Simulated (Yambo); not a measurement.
A run of Yambo 5.3.0:

bse2.in

```
optics
bse
bss
rim_cut
em1s
RandQpts= 1000000
RandGvec= 50 RL
Chimod= "HARTREE"
% BndsRnXs
 1 | 68 |
%
NGsBlkXs= 5 Ry
% LongDrXs
 1 | 0 | 0 |
%
BSKmod= "SEX"
BSEmod= "retarded"
BSSmod= "d"
% BSEQptR
 1 | 1 |
%
% BSEBands
 13 | 30 |
%
BSENGexx= 20 Ry
BSENGBlk= 5 Ry
% BEnRange
 0 | 20 | eV
%
% BDmRange
 0.1 | 0.1 | eV
%
BEnSteps= 200
% BLongDir
 1 | 0 | 0 |
%
BSEprop= "abs"
WRbsWF
```

The input scf.in:

```
&CONTROL
  calculation = 'scf'
  prefix = 'pwscf'
  outdir = './tmp'
  pseudo_dir = './pseudo'
/
&SYSTEM
  ibrav = 0
  nat = 2
  ntyp = 2
  ecutwfc = 82
  nbnd = 30
  occupations = 'smearing'
  smearing = 'fd'
  degauss = 0.00367493
  noncolin = .true.
  lspinorb = .true.
  force_symmorphic = .true.
/
&ELECTRONS
  conv_thr = 4d-10
  electron_maxstep = 120
  mixing_beta = 0.5
/
ATOMIC_SPECIES
W    183.8400 W.upf
C     12.0110 C.upf
CELL_PARAMETERS angstrom
   0.0000000000    2.1926840000    2.1926840000
   2.1926840000    0.0000000000    2.1926840000
   2.1926840000    2.1926840000    0.0000000000
ATOMIC_POSITIONS crystal
W      0.0000000000    0.0000000000    0.0000000000
C      0.5000000000    0.5000000000    0.5000000000
K_POINTS automatic
10 10 10 0 0 0
```

The input nscf.in:

```
&CONTROL
  calculation = 'nscf'
  prefix = 'pwscf'
  outdir = './tmp'
  pseudo_dir = './pseudo'
/
&SYSTEM
  ibrav = 0
  nat = 2
  ntyp = 2
  ecutwfc = 82
  nbnd = 318
  occupations = 'smearing'
  smearing = 'fd'
  degauss = 0.00367493
  noncolin = .true.
  lspinorb = .true.
  force_symmorphic = .true.
/
&ELECTRONS
  conv_thr = 1d-08
  diago_full_acc = .true.
  diago_thr_init = 1d-06
/
ATOMIC_SPECIES
W    183.8400 W.upf
C     12.0110 C.upf
CELL_PARAMETERS angstrom
   0.0000000000    2.1926840000    2.1926840000
   2.1926840000    0.0000000000    2.1926840000
   2.1926840000    2.1926840000    0.0000000000
ATOMIC_POSITIONS crystal
W      0.0000000000    0.0000000000    0.0000000000
C      0.5000000000    0.5000000000    0.5000000000
K_POINTS automatic
4 4 4 0 0 0
```

Potentials or basis: PseudoDojo 0.4 FR PBEsol standard.

The run is started by

```console
$ OMP_NUM_THREADS=1 pw.x -in scf.in > scf.out
$ OMP_NUM_THREADS=1 pw.x -in nscf.in > nscf.out
$ cd tmp/pwscf.save; p2y; mv SAVE ../..; cd ../..
$ OMP_NUM_THREADS=1 yambo
$ mkdir -p bse2; ln -s $PWD/g0w00/ndb.RIM bse2/
$ OMP_NUM_THREADS=1 yambo -F bse2.in -J bse2 -C bse2_out
$ OMP_NUM_THREADS=1 ypp -J bse2 -C bse2_out -e s -b 1
```

Hardware: 1 thread of Arm Neoverse V2, with other jobs on the host.

Q: Estimate the wall time of this run.

A: Run time: 9.7 min on 1 thread of Arm Neoverse V2 (shared host).
